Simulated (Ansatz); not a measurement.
## hcp against bcc along group 6

These are results of DFT, revPBE, plane waves (420 eV) with PAW, scalar-relativistic in Ansatz, not measurements. The PAW files were generated under PBE, with cores re-solved for the functional.

Each structure is relaxed within its symmetry, in the lowest magnetic state of the tried starts. Differences under about 8 meV lie within the error of the k-point mesh.

Real chromium orders in an incommensurate spin-density wave, which this two-atom cell only mimics.

| element | E(hcp) − E(bcc) (meV/atom) | V(hcp) (Å³/atom) | V(bcc) (Å³/atom) | state of hcp | state of bcc |
| --- | --- | --- | --- | --- | --- |
| Cr | 429 | 12.10 | 12.09 | non-magnetic | antiferromagnetic |
| Mo | 438 | 16.28 | 15.97 | spin not included | spin not included |
| W | 500 | 16.68 | 16.29 | spin not included | spin not included |
